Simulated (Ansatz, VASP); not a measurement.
## CdS (Greenockite): VASP beside Ansatz

One calculation is typed for both programs; each brings its own data sets and cutoff. How far apart do they land?

Main program and level: Ansatz 0.2.0; plane waves, with VASP 6.6.1 beside it; relaxation of cell and atoms at r2SCAN and relaxation of cell and atoms at PBE with D4.

The database entry behind the starting cell differs from later determinations by our own check (about 0.35 % long), so it need not match the best structure at ambient conditions.

## (1) The starting structure

The structure is hexagonal, space group P6_3mc (No. 186). The conventional cell has a = 4.150 Å, b = 4.150 Å, c = 6.737 Å, α = 90.00°, β = 90.00°, γ = 120.00°. Cd has 4 S at 2.53 to 2.54 Å nearest. Nearest to S lie 4 Cd at 2.53 to 2.54 Å. Farther neighbours and most contacts between anions are not listed.

Structure file:

```cif
data_structure
_symmetry_space_group_name_H-M 'P 1'
_symmetry_Int_Tables_number 1
_cell_length_a 4.1500
_cell_length_b 4.1500
_cell_length_c 6.7370
_cell_angle_alpha 90.000
_cell_angle_beta 90.000
_cell_angle_gamma 120.000
_cell_volume 100.48
loop_
_atom_site_label
_atom_site_type_symbol
_atom_site_fract_x
_atom_site_fract_y
_atom_site_fract_z
_atom_site_occupancy
Cd1 Cd 0.33333 0.66667 0.00000 1
Cd2 Cd 0.66667 0.33333 0.50000 1
S3 S 0.33333 0.66667 0.37500 1
S4 S 0.66667 0.33333 0.87500 1
```

## (2) VASP: relaxation of cell and atoms, r2SCAN

The relaxed volume is the usual yardstick between codes: its relative difference is about their pressure difference at one cell divided by the bulk modulus.

Lines of VASP's logs that name or quote its potential files are left out, and so is its time.

The input, INCAR:

```
SYSTEM = CdS
PREC = Accurate
ENCUT = 520
EDIFF = 1E-06
NELM = 100
ISMEAR = -1
SIGMA = 0.05
LREAL = .FALSE.
ALGO = Normal
METAGGA = R2SCAN
LASPH = .TRUE.
NBANDS = 24
LORBIT = 11
LWAVE = .FALSE.
LCHARG = .FALSE.
KPAR = 4
IBRION = 2
NSW = 60
ISIF = 3
EDIFFG = -0.01
```

The input, POSCAR:

```
CdS
1.0
    4.1500000000      0.0000000000      0.0000000000
   -2.0750000000      3.5940054257      0.0000000000
    0.0000000000      0.0000000000      6.7370000000
Cd S
2 2
Direct
    0.3333333333      0.6666666667      0.0000000000
    0.6666666667      0.3333333333      0.5000000000
    0.3333333333      0.6666666667      0.3750000000
    0.6666666667      0.3333333333      0.8750000000
```

The input, KPOINTS:

```
Automatic mesh
0
Gamma
7 7 4
0 0 0
```

The projector-augmented-wave data sets are Cd and S (PBE family, release 64).

Launch:

```
$ mpirun -np 4 vasp_std
```

Numbers of over 12 decimals in the logs are rounded to 6 here.

Log:

```text
[banner, memory and clock lines left out]
running    4 mpi-ranks, on    1 nodes
 distrk:  each k-point on    1 cores,    4 groups
 distr:  one band on    1 cores,    1 groups

 POSCAR found type information on POSCAR CdS
 POSCAR found :  2 types and       4 ions
|                                                                             |
|               ----> ADVICE to this user running VASP <----                  |
|                                                                             |
|     You enforced a specific xc type in the INCAR file but a different       |
|     [... a line on the potential file left out ...]
|     I HOPE YOU KNOW WHAT YOU ARE DOING!                                     |
|                                                                             |

 LDA part: xc-table for (None), standard interpolation
 POSCAR, INCAR and KPOINTS ok, starting setup
 FFT: planning ... GRIDC
 FFT: planning ... GRID_SOFT
 FFT: planning ... GRID
 WAVECAR not read
 entering main loop
       N       E                     dE             d eps       ncg     rms          rms(c)
DAV:   1     0.199335950124E+03    0.19934E+03   -0.18126E+04  1152   0.141E+03
DAV:   2    -0.568124411874E+02   -0.25615E+03   -0.24853E+03  1352   0.343E+02
DAV:   3    -0.696203401057E+02   -0.12808E+02   -0.12766E+02  1440   0.793E+01
DAV:   4    -0.697365096855E+02   -0.11617E+00   -0.11615E+00  1368   0.750E+00
DAV:   5    -0.697385628909E+02   -0.20532E-02   -0.20531E-02  1480   0.936E-01    0.108E+01
DAV:   6    -0.593848019161E+02    0.10354E+02   -0.75352E+00  1160   0.351E+01    0.126E+01
DAV:   7    -0.593464833975E+02    0.38319E-01   -0.69966E-01  1336   0.702E+00    0.939E+00
DAV:   8    -0.593726295903E+02   -0.26146E-01   -0.22741E-01  1240   0.524E+00    0.195E+00
DAV:   9    -0.593762481016E+02   -0.36185E-02   -0.40812E-02  1416   0.141E+00    0.365E-01
DAV:  10    -0.593760173901E+02    0.23071E-03   -0.33171E-03  1272   0.469E-01    0.191E-01
DAV:  11    -0.593761787128E+02   -0.16132E-03   -0.19661E-03  1248   0.430E-01    0.119E-01
DAV:  12    -0.593762081755E+02   -0.29463E-04   -0.12999E-04  1416   0.149E-01    0.587E-02
DAV:  13    -0.593762215913E+02   -0.13416E-04   -0.80357E-05  1336   0.608E-02    0.225E-02
DAV:  14    -0.593762210313E+02    0.55994E-06   -0.63018E-06  1392   0.306E-02
   1 F= -.59376221E+02 E0= -.59376221E+02  d E =-.593762E+02
[...]
2 F= -.59381242E+02 E0= -.59381242E+02  d E =-.502105E-02
[...]
3 F= -.59382130E+02 E0= -.59382130E+02  d E =-.590850E-02
[...]
4 F= -.59382128E+02 E0= -.59382128E+02  d E =-.590656E-02
 curvature:  -0.38 expect dE=-0.374E-04 dE for cont linesearch -0.142E-05
 ZBRENT: accuracy reached
 trial: gam= 0.02074 g(F)=  0.726E-04 g(S)=  0.254E-04 ort =-0.250E-03 (trialstep = 0.946E+00)
 search vector abs. value=  0.949E-04
 bond charge predicted
       N       E                     dE             d eps       ncg     rms          rms(c)
DAV:   1    -0.593821838005E+02   -0.55907E-04   -0.23762E-02  1152   0.986E-01    0.817E-02
DAV:   2    -0.593821918184E+02   -0.80179E-05   -0.51080E-04  1320   0.182E-01    0.298E-02
DAV:   3    -0.593821855003E+02    0.63182E-05   -0.18172E-05  1336   0.370E-02    0.215E-02
DAV:   4    -0.593821844035E+02    0.10967E-05   -0.51984E-06  1320   0.175E-02    0.675E-03
DAV:   5    -0.593821848499E+02   -0.44639E-06   -0.78245E-07   672   0.703E-03
   5 F= -.59382185E+02 E0= -.59382185E+02  d E =-.572565E-04
 trial-energy change:   -0.000057  1 .order   -0.000058   -0.000088   -0.000028
 step:   1.3874(harm=  1.3874)  dis= 0.00140  next Energy=   -59.382192 (dE=-0.644E-04)
 reached required accuracy - stopping structural energy minimisation
```

OUTCAR, selected parts (step 2):

```text
ion  position               nearest neighbor table
   1  0.333  0.667  0.000-   3 2.53   4 2.54   4 2.54   4 2.54
   2  0.667  0.333  0.500-   4 2.53   3 2.54   3 2.54   3 2.54
   3  0.333  0.667  0.375-   1 2.53   2 2.54   2 2.54   2 2.54
   4  0.667  0.333  0.875-   2 2.53   1 2.54   1 2.54   1 2.54

  LATTYP: Found a hexagonal cell.
 ALAT       =     4.1500000000
 C/A-ratio  =     1.6233734940

 Subroutine GETGRP returns: Found 12 space group operations
 (whereof  6 operations were pure point group operations)

The static configuration has the point symmetry C_3v.
 The point group associated with its full space group is C_6v.

 Found     24 irreducible k-points:

   k-points           NKPTS =     24   k-points in BZ     NKDIM =     24   number of bands    NBANDS=     24

   dimension x,y,z NGX =    32 NGY =   32 NGZ =   50
   dimension x,y,z NGXF=    64 NGYF=   64 NGZF=  100

   ENCUT  =  520.0 eV  38.22 Ry    6.18 a.u.   7.72  7.72 12.53*2*pi/ulx,y,z

   NELECT =      36.0000    total number of electrons

 k-points in reciprocal lattice and weights: Automatic mesh
   0.00000000  0.00000000  0.00000000       0.005
   0.14285714 -0.00000000  0.00000000       0.031
   0.28571429 -0.00000000  0.00000000       0.031
   0.42857143 -0.00000000  0.00000000       0.031
   0.14285714  0.14285714  0.00000000       0.031
   0.28571429  0.14285714  0.00000000       0.061
   0.42857143  0.14285714  0.00000000       0.031
   0.28571429  0.28571429  0.00000000       0.031
   0.00000000  0.00000000  0.25000000       0.010
[...]
0.42857143  0.14285714  0.50000000       0.031
   0.28571429  0.28571429  0.50000000       0.031

 average (electrostatic) potential at core
       1 -44.9985       2 -44.9985       3 -92.3518       4 -92.3518

 E-fermi :   1.6414

 k-point     1 :       0.0000    0.0000    0.0000
  band No.  band energies     occupation
    ...
     14       0.0716      2.00000
     15       0.0716      2.00000
     16       0.7590      2.00000
     17       0.8062      2.00000
     18       0.8062      2.00000
     19       2.4143      0.00000
     20       4.0386      0.00000
     21       7.8051      0.00000
     22       7.8051      0.00000
     23       8.1041      0.00000
    ...

 k-point     2 :       0.1429   -0.0000    0.0000
  band No.  band energies     occupation
    ...
     14      -0.6641      2.00000
     15      -0.1650      2.00000
     16      -0.1164      2.00000
     17       0.6170      2.00000
     18       0.6689      2.00000
     19       3.3076      0.00000
     20       4.7263      0.00000
     21       7.1442      0.00000
     22       8.1009      0.00000
     23       8.2064      0.00000
    ...

 k-point     3 :       0.2857   -0.0000    0.0000
  band No.  band energies     occupation
    ...
     14      -1.8316      2.00000
     15      -1.3602      2.00000
     16      -0.6357      2.00000
     17       0.1945      2.00000
     18       0.3560      2.00000
     19       4.3969      0.00000
     20       5.2552      0.00000
     21       6.6278      0.00000
     22       7.5012      0.00000
     23       8.3990      0.00000
    ...

  Total        0.0032967      0.0032967     -0.0381480      0.0000000      0.0000000      0.0000000
  in kB        0.0517155      0.0517155     -0.5984218      0.0000000      0.0000000      0.0000000
  external PRESSURE =      -0.1649969 kB  Pullay stress =       0.0000000 kB

  energy-cutoff  :      520.00
  volume of cell :      102.14
      direct lattice vectors                 reciprocal lattice vectors
     4.167518808  0.000000000  0.000000000     0.239950927  0.138535732 -0.000000000
    -2.083759404  3.609177158 -0.000000000     0.000000000  0.277071464 -0.000000000
     0.000000000  0.000000000  6.790304622     0.000000000  0.000000000  0.147268798

 POSITION                                       TOTAL-FORCE (eV/Angst)
 -----------------------------------------------------------------------------------
     -0.00000      2.40612      6.78676        -0.000000     -0.000000     -0.008333
      2.08376      1.20306      3.39161        -0.000000     -0.000000     -0.008333
     -0.00000      2.40612      2.54990         0.000000      0.000000      0.008333
      2.08376      1.20306      5.94506         0.000000      0.000000      0.008333
 -----------------------------------------------------------------------------------
    total drift:                               -0.000000      0.000000     -0.007556

  FREE ENERGIE OF THE ION-ELECTRON SYSTEM (eV)
  ---------------------------------------------------
  free  energy   TOTEN  =       -59.3821848499 eV

  energy  without entropy=      -59.3821848465  energy(sigma->0) =      -59.38218485

 reached required accuracy - stopping structural energy minimisation

 total charge
# of ion       s       p       d       tot
------------------------------------------
    1        0.399   0.303   9.582  10.284
    2        0.399   0.303   9.582  10.284
    3        1.311   2.422   0.000   3.733
    4        1.311   2.422   0.000   3.733
--------------------------------------------------
tot          3.420   5.451  19.164  28.035

[... 3 further parts left out ...]
```

The gap is read on the k-mesh alone, so it is an upper bound where the band edges lie off the mesh. The run keeps the 12 symmetry operations of its start, so it cannot find a distortion of lower symmetry.

## (3) Ansatz: relaxation of cell and atoms, r2SCAN

Ansatz runs on its default PAW (the set named soft_2) files.

The same cell, functional, mesh and smearing now go to Ansatz, which takes its cutoff from its data sets.

The input, input.yaml:

```yaml
crystal:
  lattice:
    - [4.15, 0.0, 0.0]
    - [-2.075, 3.5940054257, 0.0]
    - [0.0, 0.0, 6.737]
  atoms:
    - { symbol: Cd, position: [0.3333333333, 0.6666666667, 0.0] }
    - { symbol: Cd, position: [0.6666666667, 0.3333333333, 0.5] }
    - { symbol: S, position: [0.3333333333, 0.6666666667, 0.375] }
    - { symbol: S, position: [0.6666666667, 0.3333333333, 0.875] }
hamiltonian:
  xc: r2scan
  pseudopotentials: { kind: paw }
kpoints:
  mp_grid: { grid: [7, 7, 4] }
scf:
  occupations: { method: fermi_dirac, width: 0.05 }
relax:
  f_tol: 0.01
  max_steps: 60
  cell: { stress_tol: 0.05 }
output:
  forces: true
  stress: true
```

Launch:

```
$ ansatz run input.yaml --threads 4 --pin off --max-ram 9216MiB --backend cpu --events-out ev --progress --plain --runs-dir out
```

Log:

```text
Engine: ansatz 0.2.0, aarch64-unknown-linux-gnu
Pseudopotentials: kind: paw
Pseudopotential: Cd, paw, valence charge 20, recommended cutoff 500 eV (meta_gga), Cd.paw.azcp
Pseudopotential: S, paw, valence charge 6, recommended cutoff 500 eV (meta_gga), S.paw.azcp
Functional definition: r2SCAN
  parameter k0 = 0.174
  parameter k1 = 0.065
  parameter a1 = 4.9479
  exchange = r2scan_x(k0 = k0, k1 = k1, a1 = a1)
  correlation = r2scan_c
Crystal: 4 atoms, lattice volume = 100.483 Å³
Basis set: ecut = 500 eV, 2539 PW (Γ), exchange–correlation on 128×128×200 points (64 copies of the dense FFT grid, shifted against one another)
Bands: 32, of which v1, the nominal top of the filled ones, is band 26 counted from 1 (25 counted from 0)
Symmetry: 12 space group operations
Space group: P63mc (ITA 186), of the structure as read, at distance tolerance 4.6e-5 Å
k-points: 24 of 196 (time reversal used)
Non-local potential: Cd, projectors of the file, l = 0: 3, l = 1: 2, l = 2: 2, l = 3: 1
Non-local potential: S, projectors of the file, l = 0: 2, l = 1: 2, l = 2: 2
PAW form: soft (Blöchl's): semilocal exchange-correlation on the pseudo side does not see the compensation charge
PAW frozen core: Cd, regenerated for the run's functional (the file was generated under x = pbe(κ = 0.804, μ = 0.219515), c = pbe(β = 0.066725))
PAW frozen core: S, regenerated for the run's functional (the file was generated under x = pbe(κ = 0.804, μ = 0.219515), c = pbe(β = 0.066725))
PAW one-centre angular grid: Cd, 590 points (default); XC on 160 Gauss nodes
PAW one-centre angular grid: S, 302 points (default); XC on 160 Gauss nodes
Initial density: superposition of atomic densities (neutral atoms: chi_scale 0, normalization atom), corrected by the library's trained network
Initial wavefunctions: pseudopotential atomic-orbital guess
Functional: x = r2scan, c = r2scan; τ floored in thin density (d = 2e-4 eV/Å³)
SCF iter   1: F=—  HF=-18351.204015 eV  |F-HF|=—  |Δ(HF+E_count)|=         —  Δρ=6.00e-3  dr2=1.91e-2  dr2_τ=3.23e-2  ethr=1.77e-3  ⟨swp⟩=6.2  Hψ=3106  notcnv=0
preconditioner: auto → Resta (q_TF=auto, 2.445 Å⁻¹)  ε∞=4.3  [insulator: Δε(μ)=1.632 eV  Ē_g=12.325 eV  σ=0.050 eV  W_gap=1.00  n_scr=22 (ndim 8)  ℏωp=22.2 eV  f_vac=0.131  D(μ)=0.00/eV (n_scr^D=0)  ε∞_Penn≈4.3]
SCF iter   2: F=—  HF=-18351.225648 eV  |F-HF|=—  |Δ(HF+E_count)|=   2.16e-2  Δρ=3.40e-3  dr2=5.01e-3  dr2_τ=9.46e-4  ethr=3.68e-5  ⟨swp⟩=2.8  Hψ=1634  notcnv=0  defer=40
SCF iter   3: F=—  HF=-18351.227765 eV  |F-HF|=—  |Δ(HF+E_count)|=   2.12e-3  Δρ=7.24e-4  dr2=3.78e-4  dr2_τ=2.26e-5  ethr=9.63e-6  ⟨swp⟩=1.2  Hψ=733  notcnv=0  defer=16
automatic band count: iteration 3 solves 31 bands in place of 32: the levels show a gap, and the empty bands left out lie too high to hold charge; the band table lists the bands solved (type scf.n_extra_bands for more)
SCF iter   4: F=—  HF=-18351.227931 eV  |F-HF|=—  |Δ(HF+E_count)|=   1.65e-4  Δρ=1.42e-4  dr2=2.14e-5  dr2_τ=1.06e-6  ethr=7.28e-7  ⟨swp⟩=3.0  Hψ=1298  notcnv=0  defer=16
SCF iter   5: F=—  HF=-18351.227968 eV  |F-HF|=—  |Δ(HF+E_count)|=   3.77e-5  Δρ=4.71e-5  dr2=2.30e-6  dr2_τ=8.16e-8  ethr=4.11e-8  ⟨swp⟩=2.0  Hψ=1116  notcnv=0  defer=16
SCF iter   6: F=—  HF=-18351.227970 eV  |F-HF|=—  |Δ(HF+E_count)|=   1.36e-6  Δρ=8.56e-6  dr2=1.08e-7  dr2_τ=5.69e-9  ethr=4.42e-9  ⟨swp⟩=2.2  Hψ=1179  notcnv=0  defer=16
SCF iter   7: F=-18351.227970 eV  HF=-18351.227970 eV  |F-HF|=2.70e-9  |Δ(HF+E_count)|=   6.10e-8  Δρ=1.91e-6  dr2=3.71e-9  dr2_τ=6.18e-10  ethr=1.92e-10  ⟨swp⟩=4.0  Hψ=2520  notcnv=0
SCF 1 converged in 7 iterations: F = -18351.227970 eV  dr2 = 3.71e-9
  greatest PAW one-centre occupation: 1.002 electrons in one spin orbital (limit 2), on the Cd atom at site 0 (counted from 0), in its partial waves of l = 1
relax step   1: F+E_penalty+E_count = -18351.22796976 eV  Δ(F+E_penalty+E_count) = +0.000e0 eV  max|allowed force component| = 7.121e-2 eV/Å  Δτ_max = 0.0000 Å  P = +0.685 GPa  Ω = 100.483 Å³  (7 SCF iters, dr2 threshold 1.00e-7 eV, accepted)
[...]
relax step   2: F+E_penalty+E_count = -18351.23078901 eV  Δ(F+E_penalty+E_count) = -2.819e-3 eV  max|allowed force component| = 2.587e-2 eV/Å  Δτ_max = 0.0027 Å  P = -0.056 GPa  Ω = 101.685 Å³  energy of the carried Pulay correction = -3.618e-4 eV  (6 SCF iters, dr2 threshold 4.00e-7 eV, accepted)
[...]
relax step   3: F+E_penalty+E_count = -18351.23095456 eV  Δ(F+E_penalty+E_count) = -1.655e-4 eV  max|allowed force component| = 1.060e-2 eV/Å  Δτ_max = 0.0021 Å  P = -0.019 GPa  Ω = 101.623 Å³  energy of the carried Pulay correction = -3.432e-4 eV  (5 SCF iters, dr2 threshold 4.18e-8 eV, accepted)
[...]
relax step   4: F+E_penalty+E_count = -18351.23099736 eV  Δ(F+E_penalty+E_count) = -4.280e-5 eV  max|allowed force component| = 1.074e-4 eV/Å  Δτ_max = 0.0018 Å  P = -0.000 GPa  Ω = 101.592 Å³  energy of the carried Pulay correction = -3.341e-4 eV  (6 SCF iters, dr2 threshold 7.03e-9 eV, accepted)
[...]
relax step   5: F+E_penalty+E_count = -18351.23134704 eV  Δ(F+E_penalty+E_count) = -3.497e-4 eV  max|allowed force component| = 1.163e-4 eV/Å  Δτ_max = 0.0000 Å  P = +0.003 GPa  Ω = 101.592 Å³  stress off target by 3.79e-3 GPa  SCF on the basis re-selected at this cell (its energy is not comparable with the rows above)  (4 SCF iters)
basis re-selected at this cell: Δ(F+E_penalty+E_count) = -3.497e-4 eV, ΔP = +0.003 GPa vs the last step (what re-selecting the basis moved, of the pressure what is left beyond the Pulay correction that the steps carried, after the strain that the cell walked since its last selection, with what the two solves' SCF thresholds leave and, on support functions, any second-order correction that the steps lacked; it is no m [...]
SCF converged after 4 iterations
Free energy (F): -18351.231347 eV
Harris-Foulkes:  -18351.231347 eV  (|F-HF|=4.00e-11)
Internal energy: -18351.231347 eV  (E = F + TS)
E sigma→0 (E₀):  -18351.231347 eV
Fermi energy:    7.157372 eV
--- Per-component energies (eV) ---
  E_band       = -1081.942818
  E_kinetic    = 1223.487827
  E_local      = -8109.162916  (includes V_loc(G=0)·N_el)
  E_nonlocal   = 126.346060
  E_hartree    = 3723.841208
  E_xc         = -519.776042
  E_vxc        = -680.207604  (∫ρ·V_xc dr)
  E_paw        = -9431.899306  (= ΣΔE_a)
  E_vpaw       = -1133.528504  (= ΣTr[D̂ρ^β])
  E_aug_tail   = 0.000013  (compensation charges beyond the density's cutoff)
  E_vtau       = 43.439224  (kinetic-family band-sum trace: ∫τ·v_τ [+ j·A + Jᵃ·Aᵃ] dr)
  E_ewald      = -5362.719117
  E_core_change = -1.349075  (= ΣΔE_core)
  E_smearing   = -0.000000  (= −TS)
  E_closure    = 0.000000  (closes the sum)
  Σ components = -18351.231347   (vs F -18351.231347, Δ=0.00e0)
--- Forces (eV/Å), atoms counted from 1 ---
  atom   1  Cd    -0.00000000     0.00000000    -0.00011348
  atom   2  Cd    -0.00000000    -0.00000000    -0.00011348
  atom   3  S      0.00000000     0.00000000     0.00011907
  atom   4  S      0.00000000    -0.00000000     0.00011907
  max |Σ_I F_I| component: 1.12e-5 eV/Å
--- Stress (GPa, compression-positive) ---
        0.003787       0.000000       0.000000
        0.000000       0.003787      -0.000000
        0.000000       0.000000       0.000944
  P = ⅓ Tr σ = 0.0028 GPa (0.028 kbar)
--- Relaxed structure (4 steps of the walk, 4 accepted, 1 SCFs on fresh bases) ---
  F+E_penalty+E_count = -18351.23134704 eV   max|allowed force component| = 1.163e-4 eV/Å   (the final SCF, on the basis selected at the relaxed cell)
  cell:  # Å, volume = 101.5923 Å³
    - [4.163943, 0.0, 4.6738938758853276e-18]
    - [-2.081971, 3.606080, -2.336946937942662e-18]
    - [7.58747543177427e-18, 0, 6.765825]
  atoms:
    - { symbol: Cd, position: [0.333333, 0.666667, -0.00096931] }
    - { symbol: Cd, position: [0.666667, 0.333333, 0.499031] }
    - { symbol: S, position: [0.333333, 0.666667, 0.375969] }
    - { symbol: S, position: [0.666667, 0.333333, 0.875969] }
```

Elapsed: 15 s, on 4 threads of Arm Neoverse V2, shared host; peak memory 0.57 GiB.

## (4) Comparison

Known differences besides the potentials themselves: VASP keeps PBE cores, Ansatz makes them for the functional; both relaxations stop at a tolerance, which leaves soft axes loose, and VASP keeps its plane-wave basis; the data sets hold 52 valence electrons in Ansatz (default PAW (the set named soft_2) files) and 36 in VASP; the cutoff is 500 eV in Ansatz and 520 eV in VASP; Ansatz adds a Pulay correction to the stress that steers its cell, VASP none. Total energies have different zeros and are not compared.

The two programs side by side:

```csv
quantity,Ansatz,VASP,difference
volume (Å³),101.59,102.14,-0.53 %
"edge a after relaxation, in the typed setting (Å)",4.164,4.168,-0.09 %
"edge c after relaxation, in the typed setting (Å)",6.766,6.790,-0.36 %
```

The walks stopped with 0.00 GPa left in Ansatz and -0.02 GPa in VASP; each walk ends within a tolerance, so the volume difference is uncertain by about these residues over the bulk modulus, most in soft cells.

(Continued in part 2 of 2.)

[Lines on the potential files, build, host, timing and source positions are cut from VASP's logs without a mark.]

[Logs are printed without paths, hosts, clocks, repeated set-up lines and the standing remarks that a program may print on its own settings, such as how far it seeks lower states.]

[Hosts, paths, dates, database ids (printed as entryN), source tags and the programs' standing remarks are cut or masked in the printed files.]
